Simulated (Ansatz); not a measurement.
CuO (Tenorite):

```
Cu O
1.0
     2.34185   -1.71130    0.00000
     2.34185    1.71130    0.00000
    -0.85003    0.00000    5.05787
Cu O
2 2
Direct
  0.50000 0.00000 0.50000
  0.00000 0.50000 0.00000
  0.41840 0.58160 0.75000
  0.58160 0.41840 0.25000
```

| Item | Value |
| --- | --- |
| Program | Ansatz 0.2.0 |
| Task | relaxation of cell and atoms |
| Functional | r2SCAN |
| Dispersion | D4 |
| Potentials or basis | Ansatz PAW |
| Cutoff | 500 eV (not typed: the program's choice for these potentials) |
| k mesh | 10 × 10 × 5 |
| Occupations | fermi-dirac, width 0.05 eV |
| Spin | no spin polarisation |

At the start: volume 10.13 Å³/atom.

Q: Where does the relaxation end?

A: It ends after 13 steps and the volume is 10.63 Å³/atom (+4.9 %); space group P4_2/mmc (No. 131, to 0.05 Å).

Step by step:
```
step  energy change (eV)  largest force (eV/Å)  volume (Å³)
   1              0.0000                0.2844        40.54
   2             -0.0130                0.2297        40.49
   3             -0.0446                0.0549        40.97
   4             -0.0554                0.0312        41.29
   5             -0.0751                0.0085        42.12
   6             -0.0789                0.0036        42.37
   7             -0.0792                0.0009        42.34
   8             -0.0792                0.0000        42.38
   9             -0.0868                0.0003        42.38
  10             -0.0885                0.0007        42.48
  11             -0.0893                0.0046        42.54
  12             -0.0894                0.0003        42.53
  13             -0.0896                0.0003        42.53
```

Final structure:
```yaml
crystal:
  lattice:
    - [2.03675, -2.03340, 0.15974]
    - [2.03675, 2.03340, 0.15974]
    - [-0.39428, 0.00000, 5.10390]
  atoms:
    - { symbol: Cu, position: [0.50000, 0.00000, 0.50000] }
    - { symbol: Cu, position: [0.00000, 0.50000, 0.00000] }
    - { symbol: O, position: [0.50035, 0.49965, 0.75000] }
    - { symbol: O, position: [0.49965, 0.50035, 0.25000] }
```

Caveat: the plane-wave basis is chosen anew once the cell has moved, so the energies of steps on either side of that aren't comparable; the run has no spin polarisation, though such a crystal can be magnetic; pairwise dispersion overbinds metals, which lowers pressure and volume; the PAW data sets come from PBE, with cores solved anew for the run's functional, which leaves a small shift of forces and pressure.
